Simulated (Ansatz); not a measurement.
MnAs (zincblende structure)

Level of theory: DFT, PBE, scalar-relativistic, collinear spin; plane waves to 420 eV with PAW datasets (Ansatz 0.2.0), 12×12×12 k-mesh, Gaussian smearing of 0.05 eV. The datasets are Ansatz's generated set soft_2.

```cif
data_structure
_symmetry_space_group_name_H-M 'F-43m'
_symmetry_Int_Tables_number 216
_cell_length_a 5.6599
_cell_length_b 5.6599
_cell_length_c 5.6599
_cell_angle_alpha 90.000
_cell_angle_beta 90.000
_cell_angle_gamma 90.000
_cell_volume 181.31
loop_
_atom_site_label
_atom_site_type_symbol
_atom_site_symmetry_multiplicity
_atom_site_Wyckoff_symbol
_atom_site_fract_x
_atom_site_fract_y
_atom_site_fract_z
_atom_site_occupancy
Mn1 Mn 4 a 0.00000 0.00000 0.00000 1
As1 As 4 d 0.25000 0.25000 0.75000 1
```

This is a trial structure; measured cells of the compound in the Crystallography Open Database are in space group Pnma.

Magnetic state: ferromagnetic, site spin moments Mn 3.52; As -0.15 μB.

The cell above was scaled in volume, its shape and atoms being fixed by the lattice's symmetry. Energies are counted from the cell above.

```tsv
V (Å³/atom)	ΔE (meV/atom)	P (GPa)	largest moment (μB)
21.42	10.6	2.6	3.31
21.76	5.6	2.0	3.39
22.21	1.3	1.0	3.46
22.66	0.0	0.0	3.52
23.12	1.2	-0.7	3.60
23.57	3.2	-0.9	3.70
24.25	?	?	?
24.93	21.2	-3.5	3.81
```

**Question.** Fill in the withheld row.

**Answer.** ΔE (meV/atom): 9.2, P (GPa): -2.2, largest moment (μB): 3.77.

**Question.** Can a bulk modulus be trusted from these points?

**Answer.** No. A third-order Birch–Murnaghan fit leaves a scatter of 0.46 meV/atom or an implausible B0′ (2.8): the points don't lie on one smooth branch, as happens when the electronic, magnetic or structural state changes along the curve, or when mesh and smearing noise in a metal outweighs the curvature.

The fit puts its minimum at 22.79 Å³/atom, 0.6 % over the cell above, so zero pressure fixes the volume only loosely here.

The moment grows with the volume: wider spacing narrows the bands, and exchange then polarises them more fully.

The run wasn't fully tested for a lower electronic state. Site moments are of spin, integrated over atomic spheres. The moments were started parallel, and the real magnetic order may be another.
